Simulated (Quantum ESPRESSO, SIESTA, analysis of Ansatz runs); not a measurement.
# Al2O3 (R-3c):F_O, a ladder of methods on one cell (SIESTA and Quantum ESPRESSO), part 2 of 4

We place the charge-transition levels of F_O in Al2O3 (R-3c) with atom-centred orbitals, then repeat the energies at other levels of method to see what holds. Model: a cell of 80 host atoms with 1 O taken out and 1 F put in.

SIESTA and Quantum ESPRESSO ; SIESTA numerical-orbital DFT, PBEsol, DZP basis, PseudoDojo 0.4.1 potentials converted to PSML; charged supercells in a uniform background, point-charge correction with alignment at far sites.

So far. Step 2 (Band edges): The gap at this level is 5.88 eV.

## 3. Relaxing each charge state

Level of this step: SIESTA numerical-orbital DFT, PBEsol, DZP basis, PseudoDojo 0.4.1 potentials converted to PSML; relaxation of all atoms of a defect supercell (SIESTA).

Each state starts from the atoms near the defect displaced at random, so that no symmetry of the ideal site is imposed. An odd electron count needs spin polarisation, and the total moment is held fixed to keep the state apart from its neighbours in spin. Charge 0 is shown in full.

Contents of defect.fdf:

```
SystemName                      Al32O47F
SystemLabel                     defect
NumberOfSpecies                 3
NumberOfAtoms                   80
%block ChemicalSpeciesLabel
  1   13 Al
  2    8 O
  3    9 F
%endblock ChemicalSpeciesLabel
LatticeConstant                 1.0 Ang
%block LatticeVectors
     4.798502000     2.770416000     8.688724000
    -4.798502000     2.770416000     8.688724000
     0.000000000    -5.540834000     8.688724000
%endblock LatticeVectors
AtomicCoordinatesFormat         Fractional
%block AtomicCoordinatesAndAtomicSpecies
     0.325601901     0.317629309     0.324500130  1
     0.428023624     0.421397104     0.425201585  1
     0.071285782     0.079958978     0.071587336  1
     0.176196772     0.177586452     0.170986059  1
     0.222387963     0.027611968     0.375000011  2
     0.475985777     0.121093795     0.274426923  2
     0.032104502     0.369310434     0.223698254  2
     0.374999996     0.222387994     0.027611953  2
     0.125000004     0.277612006     0.472388047  2
     0.277612037     0.472388032     0.124999989  2
     0.321264628     0.329574973     0.823307709  1
     0.426350742     0.426350742     0.926350768  1
     0.070481502     0.073543934     0.579571631  1
     0.177576910     0.178434157     0.670196470  1
     0.222387963     0.027611968     0.875000011  2
     0.475037996     0.124154325     0.772187146  2
     0.027611998     0.374999995     0.722387949  2
     0.375342243     0.220181462     0.533198347  2
     0.125000004     0.277612006     0.972388047  2
     0.276217579     0.474015425     0.629508821  2
     0.329152253     0.822023271     0.319093183  1
     0.426350742     0.926350742     0.426350768  1
     0.073649258     0.573649258     0.073649232  1
     0.176350772     0.676350772     0.176350708  1
     0.223288183     0.526532428     0.370339537  2
     0.477882724     0.621189176     0.274799636  2
     0.027611998     0.874999995     0.222387949  2
     0.374999996     0.722387994     0.027611953  2
     0.125000004     0.777612006     0.472388047  2
     0.277612037     0.972388032     0.124999989  2
     0.323649228     0.823649228     0.823649292  1
     0.428017527     0.920274482     0.927602723  1
     0.076688509     0.570780914     0.569557312  1
     0.170287761     0.676922189     0.679689883  1
     0.222387963     0.527611968     0.875000011  2
     0.472388002     0.625000005     0.777612051  2
     0.027611998     0.874999995     0.722387949  2
     0.374400876     0.726773866     0.522072821  2
     0.125000004     0.777612006     0.972388047  2
     0.277612037     0.972388032     0.624999989  2
     0.820587520     0.319770365     0.328639002  1
     0.920125852     0.427615999     0.429211287  1
     0.573649258     0.073649258     0.073649232  1
     0.681716561     0.173055901     0.177478951  1
     0.725053189     0.021373866     0.376351864  2
     0.971516956     0.130864458     0.273309275  2
     0.521368133     0.377085574     0.224034089  2
     0.873414268     0.223340263     0.023284624  2
     0.622197170     0.282812257     0.468385204  3
     0.773795338     0.469421957     0.127388639  2
     0.823649228     0.323649228     0.823649292  1
     0.930845812     0.424312201     0.928349987  1
     0.578298267     0.068002567     0.574526786  1
     0.674462984     0.181597865     0.677147323  1
     0.718798188     0.024677024     0.880634998  2
     0.972388002     0.125000005     0.777612051  2
     0.528950415     0.378909352     0.716354201  2
     0.876538635     0.220756919     0.532285910  2
     0.625000004     0.277612006     0.972388047  2
     0.783811434     0.470409582     0.621713711  2
     0.823649228     0.823649228     0.323649292  1
     0.921118863     0.930224436     0.429290555  1
     0.571748228     0.571036006     0.072463161  1
     0.673893317     0.673556757     0.182605805  1
     0.722890219     0.530735335     0.368949960  2
     0.972388002     0.625000005     0.277612051  2
     0.527611998     0.874999995     0.222387949  2
     0.874999996     0.722387994     0.027611953  2
     0.625000004     0.777612006     0.472388047  2
     0.777612037     0.972388032     0.124999989  2
     0.819898444     0.826176434     0.820560257  1
     0.926350742     0.926350742     0.926350768  1
     0.568317427     0.572428219     0.577505932  1
     0.676350772     0.676350772     0.676350708  1
     0.722387963     0.527611968     0.875000011  2
     0.972388002     0.625000005     0.777612051  2
     0.526094006     0.871995524     0.721260783  2
     0.874999996     0.722387994     0.527611953  2
     0.625000004     0.777612006     0.972388047  2
     0.776793938     0.978242070     0.623618201  2
%endblock AtomicCoordinatesAndAtomicSpecies
%block kgrid.MonkhorstPack
    1   0   0  0.25
    0   1   0  0.25
    0   0   1  0.25
%endblock kgrid.MonkhorstPack
XC.Functional                   GGA
XC.Authors                      PBEsol
PAO.BasisSize                   DZP
PAO.EnergyShift                 0.005 Ry
Mesh.Cutoff                     300 Ry
Spin                            polarized
%block DM.InitSpin
     2   0.200
    41   0.200
    49   0.200
    53   0.200
    54   0.200
%endblock DM.InitSpin
Spin.Fix                        true
Spin.Total                      1.0
OccupationFunction              FD
ElectronicTemperature           0.01 eV
MaxSCFIterations                150
SCF.MustConverge                true
SCF.Mixer.Method                Pulay
SCF.Mixer.Weight                0.1
SCF.Mixer.History               10
SCF.DM.Tolerance                3.0e-4
SCF.H.Tolerance                 3.0e-3 eV
WriteForces                     true
Charge.Mulliken                 end
SaveRho                         true
SaveElectrostaticPotential      true
Charge.Hirshfeld                end
Charge.Voronoi                  end
MD.TypeOfRun                    Broyden
MD.Steps                        90
MD.MaxForceTol                  0.04 eV/Ang
MD.MaxDispl                     0.15 Ang
WriteCoorStep                   true
AtomCoorFormatOut               Fractional
```

Command:

```sh
$ OMP_NUM_THREADS=1 siesta defect.fdf > defect.out
```

Output:

```text
Version         : 5.4.2

                           ***********************
                           *  WELCOME TO SIESTA  *
                           ***********************

[...]
reinit: Reading from file defect.fdf

reinit: -----------------------------------------------------------------------
reinit: System Name: Al32O47F
reinit: -----------------------------------------------------------------------
reinit: System Label: defect
reinit: -----------------------------------------------------------------------

[...]
initatom: Reading input for the pseudopotentials and atomic orbitals ----------
Species number:   1 Atomic number:   13 Label: Al
Species number:   2 Atomic number:    8 Label: O
Species number:   3 Atomic number:    9 Label: F

[... pseudopotential checks and orbital generation ...]

prinput: Basis input

PAO.BasisType split

%block ChemicalSpeciesLabel
    1   13 Al                      # Species index, atomic number, species label
    2    8 O                       # Species index, atomic number, species label
    3    9 F                       # Species index, atomic number, species label
%endblock ChemicalSpeciesLabel

%block PAO.Basis                 # Define Basis set
# WARNING: This information might be incomplete!
Al                    2                    # Species label, number of l-shells
 n=3   0   2                         # n, l, Nzeta
   6.641      4.635
   1.000      1.000
 n=3   1   2 P   1                   # n, l, Nzeta, Polarization, NzetaPol
   8.738      6.223
   1.000      1.000
O                     2                    # Species label, number of l-shells
 n=2   0   2                         # n, l, Nzeta
   3.812      2.360
   1.000      1.000
 n=2   1   2 P   1                   # n, l, Nzeta, Polarization, NzetaPol
   4.715      2.899
   1.000      1.000
F                     2                    # Species label, number of l-shells
 n=2   0   2                         # n, l, Nzeta
   3.462      2.100
   1.000      1.000
 n=2   1   2 P   1                   # n, l, Nzeta, Polarization, NzetaPol
[...]
%endblock PAO.Basis

prinput: ----------------------------------------------------------------------

coor:   Atomic-coordinates input format  =     Fractional

[...]
siesta: System type = bulk

initatomlists: Number of atoms, orbitals, and projectors:     80  1040  1200

[... echo of the settings ...]

siesta: k-grid: Number of k-points = 1
siesta: k-points from Monkhorst-Pack grid
siesta: k-cutoff (effective) =     4.799 Ang
siesta: k-point supercell and displacements
siesta: k-grid:     1     0     0      0.250
siesta: k-grid:     0     1     0      0.250
siesta: k-grid:     0     0     1      0.250

diag: Algorithm                                     = D&C
diag: Absolute tolerance                            =  0.100E-15
diag: Orthogonalization factor                      =  0.100E-05

superc: Internal auxiliary supercell:     5 x     5 x     5  =     125
superc: Number of atoms, orbitals, and projectors:  10000 130000 150000

                     ====================================
                        Begin Broyden opt. move =      0
                     ====================================

[...]
superc: Internal auxiliary supercell:     5 x     5 x     5  =     125
superc: Number of atoms, orbitals, and projectors:  10000 130000 150000

outcell: Unit cell vectors (Ang):
        4.798502    2.770416    8.688724
       -4.798502    2.770416    8.688724
        0.000000   -5.540834    8.688724

outcell: Cell vector modules (Ang)   :   10.305084   10.305084   10.305084
outcell: Cell angles (23,13,12) (deg):     55.5038     55.5038     55.5038
outcell: Cell volume (Ang**3)        :    693.0396
[...]
Initializing Density Matrix...

[...]
DM filled with atomic data (user-defined):

InitMesh: MESH = 96 x 96 x 96 = 884736
InitMesh: Mesh cutoff (required, used) =   300.000   337.390 Ry

[...]
iscf     Eharris(eV)        E_KS(eV)     FreeEng(eV)     dDmax     Ef_up Ef_dn(eV) dHmax(eV)
   scf:    1   -23533.850548   -23834.884836   -23834.884836  0.747803 -3.437636-10.666203  8.636515
[...]
scf:    2   -23880.354344   -23858.651212   -23858.651212  0.063029 -2.662390 -9.957931  5.807443
[...]
scf:    3   -23901.266080   -23889.353897   -23889.353897  0.366955 -3.005572 -7.937209  3.265630
[...]
scf:    4   -23886.324404   -23888.110215   -23888.110215  0.136708 -2.538284 -7.487615  7.514273
[...]
scf:    5   -23890.061707   -23889.628175   -23889.628175  0.209976 -2.329397 -7.275124  0.259136
[...]
scf:    6   -23889.609157   -23889.625112   -23889.625112  0.037495 -2.484280 -7.456445  0.619352
[...]
scf:    7   -23889.653475   -23889.641743   -23889.641743  0.005685 -2.390904 -7.384020  0.099463
[...]
scf:    8   -23889.646569   -23889.644437   -23889.644437  0.007363 -2.395560 -7.412445  0.103754
[...]
scf:    9   -23889.644797   -23889.644633   -23889.644633  0.001234 -2.386422 -7.403633  0.061991
[...]
scf:   10   -23889.644940   -23889.644811   -23889.644811  0.001202 -2.372584 -7.395710  0.028008
[...]
scf:   11   -23889.644835   -23889.644829   -23889.644829  0.000569 -2.364348 -7.389382  0.005111
[...]
scf:    1   -23891.633983   -23891.627118   -23891.627118  0.109810 -2.259353 -8.498764  0.018900
[...]
scf:    2   -23891.626515   -23891.626980   -23891.626980  0.001057 -2.245725 -8.484396  0.037723
[...]
scf:    3   -23891.627254   -23891.627189   -23891.627189  0.000684 -2.254734 -8.493895  0.002154
[...]
scf:    4   -23891.627196   -23891.627193   -23891.627193  0.000076 -2.254517 -8.493675  0.000529
     spin moment: {S} , |S| = {        0.0        0.0    1.00000 }     1.00000

SCF Convergence by DM+H criterion
[...]
SCF cycle converged after 4 iterations

[...]
siesta: E_KS(eV) =           -23891.6272

siesta: Atomic forces (eV/Ang):
     1   -0.013573   -0.007268   -0.006273
     2   -0.018030    0.010308   -0.002616
     3   -0.005032    0.000630    0.006211
     4    0.018486    0.002530    0.007327
     5    0.004891   -0.001713    0.012657
     6   -0.003681   -0.009246    0.006698
     7    0.008493    0.006547    0.012735
     8    0.030029    0.008859   -0.012422
     9    0.004257   -0.007163   -0.009368
    10   -0.002989    0.012370   -0.003169
[...]
76    0.010550   -0.010019    0.000458
    77   -0.005366   -0.003381   -0.014399
    78   -0.014407   -0.014740    0.004438
    79   -0.011068    0.005051    0.006592
    80   -0.008033   -0.000475    0.012276
   Tot    0.000388   -0.005650   -0.023453
   Max    0.030972
   Res    0.010930    sqrt( Sum f_i^2 / 3N )
   Max    0.030972    constrained

Stress tensor Voigt[x,y,z,yz,xz,xy] (kbar):      -36.20      -38.34      -21.47       -1.78       -3.11        1.92
[...]
outcoor: Relaxed atomic coordinates (fractional):
    0.32287735    0.32175964    0.32147653   1       1  Al
    0.41254563    0.43522375    0.42191168   1       2  Al
    0.07347566    0.07356704    0.07281723   1       3  Al
    0.18033295    0.17452266    0.17429552   1       4  Al
    0.22239273    0.02746904    0.37478199   2       5  O
    0.47256752    0.12380156    0.27806350   2       6  O
    0.03212106    0.37367634    0.22151650   2       7  O
    0.37698384    0.22191061    0.02553436   2       8  O
    0.12499197    0.27673851    0.47289352   2       9  O
    0.27756480    0.47232607    0.12428179   2      10  O
    0.32318618    0.32428432    0.82184851   1      11  Al
    0.42670653    0.42593372    0.92607469   1      12  Al
    0.07360953    0.07312370    0.57333666   1      13  Al
    0.17633079    0.17624015    0.67660778   1      14  Al
    0.22365074    0.02728364    0.87437282   2      15  O
    0.47577194    0.12656710    0.77185107   2      16  O
    0.02747401    0.37481471    0.72209853   2      17  O
    0.37728631    0.22286390    0.52672787   2      18  O
[...]
0.32298774    0.82341370    0.32387837   1      21  Al
    0.42596432    0.92517506    0.42725511   1      22  Al
[...]
0.62476156    0.28850218    0.46129665   3      49  F
[...]
0.67582404    0.67690414    0.17592107   1      64  Al
[...]
0.82418349    0.82139188    0.82398848   1      71  Al
    0.92653970    0.92554292    0.92770143   1      72  Al
    0.57341284    0.57337412    0.57259760   1      73  Al
    0.67663409    0.67335828    0.67703536   1      74  Al
[...]
0.97226711    0.62479527    0.77687152   2      76  O
    0.52697368    0.86954573    0.72634546   2      77  O
    0.87268366    0.72413589    0.52788082   2      78  O
    0.62494322    0.77702705    0.97224256   2      79  O
    0.77410419    0.97818339    0.62307783   2      80  O

[...]
siesta: Final energy (eV):
siesta:  Band Struct. =   -5921.513985
siesta:       Kinetic =   15767.689433
siesta:       Hartree =    5880.826738
[...]
siesta:         Exch. =   -5977.984700
siesta:         Corr. =    -532.649410
[...]
siesta:   Exch.-corr. =   -6510.634109
siesta:  Ion-electron =  -26200.862053
siesta:       Ion-ion =  -12828.647202
[...]
siesta:         Total =  -23891.627193
siesta:      Fermi_up =      -2.254517
siesta:      Fermi_dn =      -8.493675

siesta: Stress tensor (static) (eV/Ang**3):
siesta:    -0.022595    0.001201   -0.001940
siesta:     0.001201   -0.023929   -0.001112
siesta:    -0.001940   -0.001112   -0.013401

siesta: Cell volume =        693.039557 Ang**3

siesta: Pressure (static):
siesta:                Solid            Molecule  Units
siesta:           0.00021756          0.00021848  Ry/Bohr**3
siesta:           0.01997514          0.02006012  eV/Ang**3
siesta:          32.00370928         32.13985677  kBar

[...]
mulliken: Qtot =      193.000

[...]
mulliken: Qtot =      192.000

Mulliken Atomic Populations:
Atom #   charge [q] valence [e]      Sz [e]  Species
     1     0.614267    2.385733    0.027257  Al
     2     0.609180    2.390820    0.050288  Al
     3     0.621449    2.378551    0.026511  Al
     4     0.623548    2.376452    0.026736  Al
     5    -0.413168    6.413168    0.001148  O
     6    -0.410773    6.410773    0.001205  O
     7    -0.399522    6.399522    0.001219  O
     8    -0.415604    6.415604    0.001134  O
     9    -0.409989    6.409989    0.001659  O
    10    -0.411224    6.411224    0.001140  O
    11     0.622878    2.377122    0.029067  Al
    12     0.621453    2.378547    0.025374  Al
    13     0.626261    2.373739    0.029918  Al
    14     0.626112    2.373888    0.030038  Al
    15    -0.418614    6.418614    0.001178  O
    16    -0.434887    6.434887    0.001156  O
    17    -0.413131    6.413131    0.001148  O
    18    -0.421299    6.421299    0.001872  O
[...]
21     0.612590    2.387410    0.032301  Al
    22     0.619069    2.380931    0.022112  Al
[...]
49    -0.290306    7.290306   -0.004873  F
[...]
64     0.627620    2.372380    0.025243  Al
[...]
71     0.627008    2.372992    0.037740  Al
    72     0.620619    2.379381    0.022995  Al
    73     0.616263    2.383737    0.026775  Al
    74     0.606757    2.393243    0.023680  Al
[...]
76    -0.409039    6.409039    0.000988  O
    77    -0.399675    6.399675    0.001193  O
    78    -0.415397    6.415397    0.001136  O
    79    -0.413131    6.413131    0.000959  O
    80    -0.434615    6.434615    0.001159  O
 Total     0.000000                1.000000

[...]
Job completed
```

Run time: 2 h. Hardware: 1 MPI rank of Arm Neoverse V1, shared host; peak memory 2.3 GiB.

The steps and moves of this run count from the displaced start.

Relaxation path:

```
step  energy less that of the first step (eV)  largest force (eV/Å)
   0                                   0.0000                4.1217
   1                                  -1.5369                1.5706
   2                                  -1.8230                0.5682
   3                                  -1.9116                0.2894
   4                                  -1.9472                0.2147
   5                                  -1.9691                0.1232
   6                                  -1.9773                0.0702
   7                                  -1.9824                0.0377
```

The atoms that moved most (Å):

```
atom      dx      dy      dz  length
Al41   0.042   0.147   0.088   0.177
 Al2  -0.141   0.014  -0.043   0.148
Al54   0.081  -0.075   0.039   0.117
Al53  -0.012  -0.067  -0.076   0.102
 O45  -0.065   0.013   0.040   0.077
 O58  -0.029   0.027  -0.062   0.074
Al33  -0.056  -0.038   0.026   0.073
Al42   0.032   0.028   0.051   0.067
```

Neighbours of F49 at the end:

```
atom  distance (Å)
 Al2         1.949
Al41         1.950
Al53         2.174
Al54         2.179
 O80         2.582
 O16         2.583
 O18         2.628
 O58         2.630
 O65         2.667
 O47         2.671
```

Energies on the run's own zero. States near gap, by row:

```
spin  k  band  energy (eV)  filled by count
  up  0   189       -9.232                1
  up  0   190       -9.215                1
  up  0   191       -9.076                1
  up  0   192       -9.072                1
  up  0   193       -3.011                1
  up  0   194       -1.546                0
  up  0   195      -0.7645                0
  up  0   196      -0.2671                0
  up  0   197      -0.1413                0
down  0   188       -9.251                1
down  0   189        -9.22                1
down  0   190       -9.202                1
down  0   191       -9.064                1
down  0   192       -9.061                1
down  0   193       -2.957                0
down  0   194       -1.487                0
down  0   195       -0.691                0
down  0   196      -0.2171                0
```

The states that were run, at one point at (¼, ¼, ¼), on 1 MPI rank of Arm Neoverse V1, shared host:

```
charge  moment (μB)    outcome  structures computed  largest displacement of a host atom from its site (Å)  lowest empty less highest filled level (eV)    time
    +1            0  converged                    8                                                   0.14                                         6.10  71 min
    −1            0  converged                    9                                                   0.14                                         1.46  79 min
     0            1  converged                    8                                                   0.13                                         0.05     2 h
```

Against the host's sites the lattice moves most at charge +1 (0.14 Å); the smallest move among the states is 0.13 Å.

(Part 2 of 4 ends here.)

[Logs are printed without paths, hosts, clocks, repeated set-up lines and the standing remarks that a program may print on its own settings, such as how far it seeks lower states.]

[Hosts, paths, dates, database ids (printed as entryN), source tags and the programs' standing remarks are cut or masked in the printed files.]

[For some hosts the program warned that the k-mesh of the response run may be too coarse for force constants and the static dielectric constant; such warnings are not shown here.]

[Charge tables in the logs are Mulliken or Hirshfeld populations, whose sizes and signs can differ; where basis functions stand at a vacancy, SIESTA counts their charge against the missing atom's valence.]

[In relaxation paths of CP2K, step 0 can be the structure after the first move, since the trajectory file begins there, and the last row can be the final structure solved once more.]
